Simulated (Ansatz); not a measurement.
# Cs: equation of state

How stiff is Cs, and at what volume does the pressure vanish? The cell is scaled evenly, atoms carried along, and solved with LAPW, PAW and all-electron datasets made for the crystal.

Computed with Ansatz 0.2.0 (DFT LDA, scalar-relativistic, unless a step's input says otherwise).

### 1 The starting structure

Symmetry: I4_1/amd, No. 141, tetragonal system. The conventional cell has a = 5.108 Å, b = 5.108 Å, c = 19.192 Å, α = 90.00°, β = 90.00°, γ = 90.00°.

As a file:

```xyz
2
Lattice="-2.5538 2.5538 9.5961 2.5538 -2.5538 9.5961 2.5538 2.5538 -9.5961" Properties=species:S:1:pos:R:3 pbc="T T T"
Cs    2.5538    0.0000    4.7980
Cs    0.0000    0.0000    9.5961
```

The cell is one relaxed in the Materials Project, used as it stands.

Atoms are numbered in the order of the input: Cs1, Cs2.

### 2 Volume × 0.9405, LAPW

input.yaml reads:

```yaml
crystal:
  lattice:
    - [-2.5021558492, 2.5021558492, 9.4018401231]
    - [2.5021558492, -2.5021558492, 9.4018401231]
    - [2.5021558492, 2.5021558492, -9.4018401231]
  atoms:
    - { symbol: Cs, position: [0.25, 0.75, 0.5] }
    - { symbol: Cs, position: [0.5, 0.5, 0.0] }
kpoints:
  mp_grid: { grid: [9, 9, 9] }
scf:
  occupations: { method: fermi_dirac, width: 0.03 }
hamiltonian:
  xc: lda
  pseudopotentials: { kind: all_electron, lapw: { basis_error: 0.00025 } }
output:
  forces: true
  stress: true
  eigenvalues: true
```

The run is started by

```sh
$ ansatz run input.yaml --threads 1 --pin off --max-ram 2048MiB --backend cpu --events-out ev --progress --plain --runs-dir out
```

### 3 Volume × 0.9405, PAW

input.yaml, as its differences from that of step 2:

```diff
@@ -14,3 +14,3 @@
   xc: lda
-  pseudopotentials: { kind: all_electron, lapw: { basis_error: 0.00025 } }
+  pseudopotentials: { kind: paw }
 output:
@@ -19 +19,2 @@
   eigenvalues: true
+  efg: { contact_densities: true }
```

### 4 Volume × 0.9405, crystal datasets

input.yaml, as its differences from that of step 3:

```diff
@@ -14,3 +14,3 @@
   xc: lda
-  pseudopotentials: { kind: paw }
+  pseudopotentials: { kind: all_electron, datasets: crystal }
 output:
```

### 5 Volume × 0.98, LAPW

input.yaml reads:

```yaml
crystal:
  lattice:
    - [-2.5367058781, 2.5367058781, 9.5316617119]
    - [2.5367058781, -2.5367058781, 9.5316617119]
    - [2.5367058781, 2.5367058781, -9.5316617119]
  atoms:
    - { symbol: Cs, position: [0.25, 0.75, 0.5] }
    - { symbol: Cs, position: [0.5, 0.5, 0.0] }
kpoints:
  mp_grid: { grid: [9, 9, 9] }
scf:
  occupations: { method: fermi_dirac, width: 0.03 }
hamiltonian:
  xc: lda
  pseudopotentials: { kind: all_electron, lapw: { basis_error: 0.00025 } }
output:
  forces: true
  stress: true
  eigenvalues: true
```

### 6 Volume × 0.98, PAW

input.yaml, as its differences from that of step 5:

```diff
@@ -14,3 +14,3 @@
   xc: lda
-  pseudopotentials: { kind: all_electron, lapw: { basis_error: 0.00025 } }
+  pseudopotentials: { kind: paw }
 output:
@@ -19 +19,2 @@
   eigenvalues: true
+  efg: { contact_densities: true }
```

### 7 Volume × 1.02, LAPW

input.yaml reads:

```yaml
crystal:
  lattice:
    - [-2.5707596849, 2.5707596849, 9.6596187484]
    - [2.5707596849, -2.5707596849, 9.6596187484]
    - [2.5707596849, 2.5707596849, -9.6596187484]
  atoms:
    - { symbol: Cs, position: [0.25, 0.75, 0.5] }
    - { symbol: Cs, position: [0.5, 0.5, 0.0] }
kpoints:
  mp_grid: { grid: [9, 9, 9] }
scf:
  occupations: { method: fermi_dirac, width: 0.03 }
hamiltonian:
  xc: lda
  pseudopotentials: { kind: all_electron, lapw: { basis_error: 0.00025 } }
output:
  forces: true
  stress: true
  eigenvalues: true
```

### 8 Volume × 1.02, PAW

input.yaml, as its differences from that of step 7:

```diff
@@ -14,3 +14,3 @@
   xc: lda
-  pseudopotentials: { kind: all_electron, lapw: { basis_error: 0.00025 } }
+  pseudopotentials: { kind: paw }
 output:
@@ -19 +19,6 @@
   eigenvalues: true
+  efg: { contact_densities: true }
+  write_density: true
+  write_potential: true
+  elf: true
+  volumetric_format: npy
```

### 9 Volume × 1.06, LAPW

input.yaml reads:

```yaml
crystal:
  lattice:
    - [-2.6039344366, 2.6039344366, 9.784272739]
    - [2.6039344366, -2.6039344366, 9.784272739]
    - [2.6039344366, 2.6039344366, -9.784272739]
  atoms:
    - { symbol: Cs, position: [0.25, 0.75, 0.5] }
    - { symbol: Cs, position: [0.5, 0.5, 0.0] }
kpoints:
  mp_grid: { grid: [9, 9, 9] }
scf:
  occupations: { method: fermi_dirac, width: 0.03 }
hamiltonian:
  xc: lda
  pseudopotentials: { kind: all_electron, lapw: { basis_error: 0.00025 } }
output:
  forces: true
  stress: true
  eigenvalues: true
```

### 10 Volume × 1.06, PAW

input.yaml, as its differences from that of step 9:

```diff
@@ -14,3 +14,3 @@
   xc: lda
-  pseudopotentials: { kind: all_electron, lapw: { basis_error: 0.00025 } }
+  pseudopotentials: { kind: paw }
 output:
@@ -19 +19,2 @@
   eigenvalues: true
+  efg: { contact_densities: true }
```

### 11 Volume × 1.06, crystal datasets

input.yaml, as its differences from that of step 10:

```diff
@@ -14,3 +14,3 @@
   xc: lda
-  pseudopotentials: { kind: paw }
+  pseudopotentials: { kind: all_electron, datasets: crystal }
 output:
```

(Steps that only read results are left out.)

Q: Predict the outcome of this session.

As calculated:

```
                         quantity      value
pressure at 117.73 Å³/atom (LAPW)  -0.25 GPa
pressure at 132.68 Å³/atom (LAPW)  -0.36 GPa
```

Over this range the mean stiffness −dP/dlnV is 1 GPa by LAPW; the pressure keeps one sign, so equilibrium lies outside the range. No thermal or zero-point expansion is included. Spin-orbit coupling is left out, though the cell holds Cs; in elements this heavy it can shift bands and gaps by tenths of an eV.
